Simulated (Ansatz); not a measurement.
# Bands of BaTe

```
Ba Te
1.0
     5.97941    0.00000    0.00000
    -2.98970    5.17832    0.00000
     0.00000    0.00000    7.00004
Ba Te
2 2
Direct
  0.33333 0.66667 0.93809
  0.66667 0.33333 0.43809
  0.33333 0.66667 0.43791
  0.66667 0.33333 0.93791
```

Atoms are numbered in the order listed.

The conventional cell has a = 5.979 Å, b = 5.979 Å, c = 7.000 Å, α = 90.00°, β = 90.00°, γ = 120.00°. Ba (atom 1) is surrounded by 5 Te at 3.45 to 3.50 Å. Around Te (atom 3) lie 5 Ba at 3.45 to 3.50 Å.

The structure comes from a relaxation in the same program, started in the wurtzite type, and has space group P6_3/mmc. Whether it is a known phase or the ground state wasn't checked. The relaxation left the symmetry of that type.

No spin–orbit coupling, which matters for the heavy atoms here.

Theory: DFT, PBE, all-electron LAPW, scalar-relativistic in Ansatz 0.2.0.

Settings: a Γ-centred 8×8×5 k mesh, Fermi–Dirac smearing of 0.08 eV, basis error target 1 meV/atom, no spin polarisation.

Points in fractions of the reciprocal vectors of this cell: Γ (0, 0, 0), M (0.5, 0, 0), K (0.333, 0.333, 0), A (0, 0, 0.5), L (0.5, 0, 0.5), H (0.333, 0.333, 0.5). The path joins them by straight lines in the order Γ–M–K–Γ–A–L–H–A–L; legs that retrace an earlier one aren't tabulated. Energies are in eV from the top of the valence band.

Q: Is there a gap, and where are the band edges?

A: 1.96 eV, indirect from Γ to K (0.333, 0.333, 0).

Q: List the levels between -14 and 4.5 eV at the symmetry points.

A: 
Γ: -12.47, -12.42 (×2), -12.36 (×2), -12.30, -9.34, -9.18, -1.00 (×2), -0.88 (×3), 0.00, 2.36, 2.79 (×2), 3.68, 4.39
M: -12.52, -12.48, -12.44, -12.41, -12.36 (×2), -9.08, -9.02, -1.31, -0.97, -0.79, -0.71, -0.49, -0.36, 2.39, 2.79, 2.93, 3.86, 3.95, 4.26
K: -12.50 (×2), -12.46, -12.38 (×2), -12.36, -9.02 (×2), -1.10 (×2), -0.90, -0.61 (×2), -0.25, 1.96, 2.37, 3.81, 4.08 (×2), 4.27 (×2)
A: -12.45 (×2), -12.39 (×4), -9.07 (×2), -1.37 (×2), -1.03 (×4), 3.18 (×2), 4.23 (×4)
L: -12.61 (×2), -12.40 (×2), -12.32 (×2), -8.87 (×2), -1.72 (×2), -0.86 (×2), -0.70 (×2), 3.15 (×2), 3.89 (×2), 4.44 (×2), 4.48 (×2)
H: -12.62 (×2), -12.41 (×2), -12.31 (×2), -8.84 (×2), -1.72 (×2), -0.81 (×2), -0.73 (×2), 2.81 (×2), 3.96 (×2)

Kohn–Sham gaps of semilocal functionals usually fall short of measured ones.
